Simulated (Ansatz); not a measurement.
Ansatz input

```yaml
crystal:
  lattice:
    - [2.1005919712, 0.0, 0.0]
    - [-1.0502959856, 1.81916601, 0.0]
    - [0.0, 0.0, 3.4302666889]
  atoms:
    - { symbol: B, position: [0.3333333333, 0.6666666667, 0.25] }
    - { symbol: B, position: [0.6666666667, 0.3333333333, 0.75] }
hamiltonian:
  xc: revpbe
  pseudopotentials:
    kind: paw
    azcp:
      B: "pseudopotentials/B.paw.azcp"
basis:
  ecutwfc: 420
  fft_grid_basis: typed
kpoints:
  mp_grid: { grid: [17, 17, 9], shift: [0, 0, 0] }
magnetization:
  spin_polarized: false
scf:
  occupations: { method: fermi_dirac, width: 0.1 }
relax:
  max_steps: 60
  f_tol: 0.01
  cell: {}
output:
  write_density: true
  write_potential: true
  elf: true
  volumetric_format: npy
```

and its output:

```
Engine: ansatz 0.2.0, aarch64-unknown-linux-gnu
Pseudopotentials: kind: paw
Pseudopotential: B, paw, valence charge 3, recommended cutoff 420 eV (normal) 
Functional definition: revPBE
  parameter kappa = 1.245
  parameter beta = 0.06672455060314922
  exchange = pbe_x(kappa = kappa, mu = beta*pi^2/3)
  correlation = pbe_c(beta = beta)
Crystal: 2 atoms, lattice volume = 13.108 Å³
Basis set: ecut = 420 eV, 251 PW (Γ), exchange–correlation on 30×30×48 points (8 copies of the dense FFT grid, shifted against one another)
Bands: 7, of which v1, the nominal top of the filled ones, is band 3 counted from 1 (2 counted from 0)
Symmetry: 24 space group operations
Space group: P63/mmc (ITA 194), of the structure as read, at distance tolerance 2.4e-5 Å
k-points: 165 of 2601
Non-local potential: B, projectors of the file, l = 0: 2, l = 1: 2, l = 2: 1
PAW form: soft (Blöchl's): semilocal exchange-correlation on the pseudo side does not see the compensation charge
PAW frozen core: B, regenerated for the run's functional, and the local potential with it (the file was generated under x = pbe(κ = 0.804, μ = 0.2195149727645171), c = pbe(β = 0.06672455060314922))
PAW one-centre angular grid: B, 110 points (default); XC on 64 Gauss nodes
Initial density: superposition of atomic densities (neutral atoms: chi_scale 0, normalization atom), corrected by the library's trained network
Initial wavefunctions: pseudopotential atomic-orbital guess
Functional: x = revpbe(κ = 1.245, μ = 0.2195149727645171), c = pbe(β = 0.06672455060314922)
SCF iter   1: F=—  HF=-310.312809 eV  |F-HF|=—  |Δ(HF+E_count)|=         —  Δρ=1.16e-2  dr2=1.15e-2  ethr=1.77e-3  ⟨swp⟩=4.6  Hψ=7951  notcnv=0
SCF iter   2: F=—  HF=-310.310694 eV  |F-HF|=—  |Δ(HF+E_count)|=   2.12e-3  Δρ=7.01e-3  dr2=4.26e-3  ethr=1.91e-4  ⟨swp⟩=1.0  Hψ=2475  notcnv=0
SCF iter   3: F=—  HF=-310.309421 eV  |F-HF|=—  |Δ(HF+E_count)|=   1.27e-3  Δρ=1.95e-4  dr2=1.12e-6  ethr=7.10e-5  ⟨swp⟩=1.0  Hψ=1142  notcnv=0
SCF iter   4: F=—  HF=-310.309428 eV  |F-HF|=—  |Δ(HF+E_count)|=   6.94e-6  Δρ=2.78e-5  dr2=4.45e-8  ethr=1.86e-8  ⟨swp⟩=2.0  Hψ=1669  notcnv=0
iter 5 did not close the SCF: its close was put off for the readings that it lacked (scf_convergence_deferred on its scf_iter line)
SCF iter   5: F=-310.309428 eV  HF=-310.309428 eV  |F-HF|=4.48e-11  |Δ(HF+E_count)|=   1.77e-8  Δρ=1.78e-6  dr2=2.36e-10  ethr=7.42e-10  ⟨swp⟩=2.0  Hψ=1638  notcnv=0
SCF iter   6: F=-310.309428 eV  HF=-310.309428 eV  |F-HF|=2.84e-13  |Δ(HF+E_count)|=  5.88e-11  Δρ=1.19e-7  dr2=7.88e-13  ethr=3.93e-12  ⟨swp⟩=3.9  Hψ=4248  notcnv=0
SCF 1 converged in 6 iterations: F = -310.309428 eV  dr2 = 7.88e-13
...
SCF iter   3: F=—  HF=-312.055558 eV  |F-HF|=—  |Δ(HF+E_count)|=   7.14e-5  Δρ=2.81e-5  dr2=1.82e-7  ethr=1.39e-6  ⟨swp⟩=2.5  Hψ=1648  notcnv=0
SCF iter   4: F=—  HF=-312.055559 eV  |F-HF|=—  |Δ(HF+E_count)|=   5.33e-7  Δρ=2.41e-6  dr2=4.31e-9  ethr=3.04e-9  ⟨swp⟩=2.3  Hψ=1703  notcnv=0
SCF iter   5: F=-312.055559 eV  HF=-312.055559 eV  |F-HF|=1.56e-11  |Δ(HF+E_count)|=  2.02e-10  Δρ=1.50e-7  dr2=2.77e-12  ethr=1.00e-12  ⟨swp⟩=5.3  Hψ=5546  notcnv=0
SCF 60 converged in 5 iterations: F = -312.055559 eV  dr2 = 2.77e-12
relax step  60: F+E_penalty+E_count = -312.05555853 eV  Δ(F+E_penalty+E_count) = +3.239e-4 eV  max|allowed force component| = 1.456e-22 eV/Å  Δτ_max = 0.0000 Å  P = -0.036 GPa  Ω = 27.974 Å³  energy of the carried Pulay correction = -5.463e-4 eV  (5 SCF iters, accepted)
Step failed. What follows is not a result of the run: it is the report of the last solve that finished, which converged after 5 SCF iterations.
Free energy (F): -312.055559 eV
Harris-Foulkes:  -312.055559 eV  (|F-HF|=1.56e-11)
Internal energy: -312.046276 eV  (E = F + TS)
E sigma→0 (E₀):  -312.050917 eV
Entropy (-TS):   -0.009283 eV (-4.641 meV/atom)
Fermi energy:    4.057139 eV
--- Per-component energies (eV) ---
  E_band       = -27.061588
  E_kinetic    = 101.139802
  E_local      = -294.379662  (includes V_loc(G=0)·N_el)
  E_nonlocal   = 20.490212
  E_hartree    = 113.279621
  E_xc         = -64.156663
  E_vxc        = -75.978531  (∫ρ·V_xc dr)
  E_paw        = -158.727884  (= ΣΔE_a)
  E_vpaw       = -4.892655  (= ΣTr[D̂ρ^β])
  E_aug_tail   = -0.000006  (compensation charges beyond the density's cutoff)
  E_ewald      = -29.673885
  E_core_change = -0.017811  (= ΣΔE_core)
  E_smearing   = -0.009283  (= −TS)
  E_closure    = -0.000000  (closes the sum)
  Σ components = -312.055559   (vs F -312.055559, Δ=0.00e0)
--- Forces (eV/Å), atoms counted from 1 ---
  atom   1  B      0.00000000     0.00000000     0.00000000
  atom   2  B     -0.00000000    -0.00000000     0.00000000
  max |Σ_I F_I| component: 4.41e-23 eV/Å
--- Stress (GPa, compression-positive) ---
       -0.330843       0.000000       0.000000
        0.000000      -0.330843       0.000000
        0.000000       0.000000      -0.150748
  P = ⅓ Tr σ = -0.2708 GPa (-2.708 kbar)
--- Band table (eV; the first three rows and the last of 165) ---
  k-point 0: bands = ["-12.8464", "-12.8400", "-3.6070", "-3.4862", "5.8904", "8.1562", "9.3637"]
  k-point 1: bands = ["-12.8462", "-12.8402", "-3.6035", "-3.4900", "5.9275", "7.9467", "9.6205"]
  k-point 2: bands = ["-12.8456", "-12.8408", "-3.5934", "-3.5008", "6.0382", "7.5512", "10.1577"]
  k-point 164: bands = ["-0.3838", "-0.3837", "1.9932", "1.9932", "12.3823", "12.3840", "12.6168"]
End of that report.
Error: variable-cell relaxation did not converge after 60 `relax_step` rows, as none of its last 6 fresh-basis SCF(s) at a relaxed cell met both thresholds with a finite energy. The last misses `relax.cell.stress_tol`: largest allowed force component 1.37e-22 eV/Å (`relax.f_tol` 1.00e-2 eV/Å), stress off the target on the free part of the cell 1.06e-1 GPa (`relax.cell.stress_tol` 5.00e-2 GPa), F+E_penalty+E_count -312.05588241 eV. The closest is row 59, whose structure comes with this error. Larger ratio of force or stress to its threshold at each such SCF whose figures are numbers: 572.520, 79.085, 27.688, 10.190, 4.306, 2.130. The dense FFT grid had 15×15×24 points at the cell where the steps before the first such SCF started and, at each such SCF in turn, 12×12×40, 12×12×48, 12×12×60, 12×12×64, 12×12×72, 12×12×72, so 5 of them had another grid than the one listed just before. After the last such SCF `relax.max_steps` ran out. If the threshold ratios fall while the rows' cell is stable, continue in a new run from this error's structure with a larger `relax.max_steps`. Ratios that fall only as the cell collapses won't converge, and for ratios that don't fall see `relax.cell`. Where this run's directory can be resumed (`checkpoint.write`), a resume goes on for up to `relax.max_steps` more
  cell:  # Å, volume = 27.5382 Å³
    - [1.7226724927309762, -1.7927582410668438e-31, 0.0]
    - [-0.8613362463654881, 1.4918781411056894, 0.0]
    - [0.0, 0.0, 10.71516881041586]
  atoms:
    - { symbol: B, position: [0.33333333333333337, 0.6666666666666667, 0.25] }
    - { symbol: B, position: [0.6666666666666665, 0.33333333333333337, 0.75] }
```

The calculation stopped without meeting its thresholds.
